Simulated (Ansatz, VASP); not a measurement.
# GaP in VASP and in Ansatz

Contents of INCAR:

```
SYSTEM = GaP
ALGO = Normal
EDIFF = 1E-6
ENCUT = 520
GGA = PE
ISIF = 2
ISMEAR = 0
LASPH = .TRUE.
LCHARG = .FALSE.
LREAL = .FALSE.
LWAVE = .FALSE.
NBANDS = 16
NELM = 60
PREC = Accurate
SIGMA = 0.01
```

Contents of KPOINTS:

```
k-points
0
G
  6 6 6
  0 0 0
```

POSCAR

```
GaP
1.0
    0.0000000000      2.8069983056      2.8069983056
    2.8069983056      0.0000000000      2.8069983056
    2.8069983056      2.8069983056      0.0000000000
Ga P
1 1
Direct
    0.0000000000      0.0000000000      0.0000000000
    0.2500000000      0.2500000000      0.2500000000
```

Input for Ansatz:

```yaml
crystal:
  lattice:
    - [0.0, 2.8069983056, 2.8069983056]
    - [2.8069983056, 0.0, 2.8069983056]
    - [2.8069983056, 2.8069983056, 0.0]
  atoms:
    - { symbol: Ga, position: [0.0, 0.0, 0.0] }
    - { symbol: P, position: [0.25, 0.25, 0.25] }
kpoints:
  mp_grid: { grid: [6, 6, 6] }
hamiltonian:
  xc: pbe
scf:
  occupations: { method: fixed }
  n_extra_bands: 4
output:
  forces: true
  stress: true
  eigenvalues: true
```

Alike in both runs: task single point; functional PBE; k mesh 6 × 6 × 6; no spin polarisation.

|  | VASP | Ansatz |
| --- | --- | --- |
| version | VASP 6.6.1 | Ansatz 0.2.0 |
| potentials or method | VASP PAW PBE potentials, release 64 (Ga_d, P) | plane waves, PAW |
| plane-wave cutoff (eV) | 520 | 420 |
| occupations | gaussian, width 0.01 eV | fixed |
| valence electrons in the cell | 18 | 18 |

Ansatz gave:

* gap on the k mesh at the Fermi level (eV): 1.11
* pressure (GPa): -3.9

Question: What did VASP give for the same quantities?

Answer: gap on the k mesh at the Fermi level (eV): 1.11; pressure (GPa): -4.0.

A k mesh can miss the band edges.
